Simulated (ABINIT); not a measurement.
The system is BeS.

```xyz
2
Lattice="0.0000 2.4250 2.4250 2.4250 0.0000 2.4250 2.4250 2.4250 0.0000" Properties=species:S:1:pos:R:3 pbc="T T T"
S     3.6375    3.6375    3.6375
Be    0.0000    0.0000    0.0000
```

Base run:

| Property | Result |
| --- | --- |
| Program | ABINIT 10.8.3 (patched build) |
| Functional | PBEsol |
| Potentials or basis | JTH PAW PBE v2.0 |
| Cutoff | 544 eV |
| k mesh | 9 × 9 × 9 |
| Occupations | fermi-dirac, width 0.05 eV |
| Spin | no spin polarisation |

Its results: band gap on the k mesh 3.02 eV, indirect (least direct gap 5.58 eV); pressure -0.8 GPa.

After a change of settings the same cell gave: band gap on the k mesh 3.20 eV, indirect (least direct gap 5.65 eV); pressure 1.4 GPa. Which change was it?
A. functional from PBEsol to LDA; potentials or basis from JTH PAW PBE v2.0 to JTH PAW LDA v2.0
B. functional from PBEsol to r2SCAN; cutoff from 544 eV to 653 eV; fine-grid cutoff from 1088.46 eV to 1251.72 eV
C. functional from PBEsol to PBE

C.

PBE binds less tightly than PBEsol, so the same cell stands under more pressure.

Caveats: the mesh misses the band edges, which the band path finds closer together; the PAW data sets were made with another functional, which shifts forces and pressure a little (some runs).
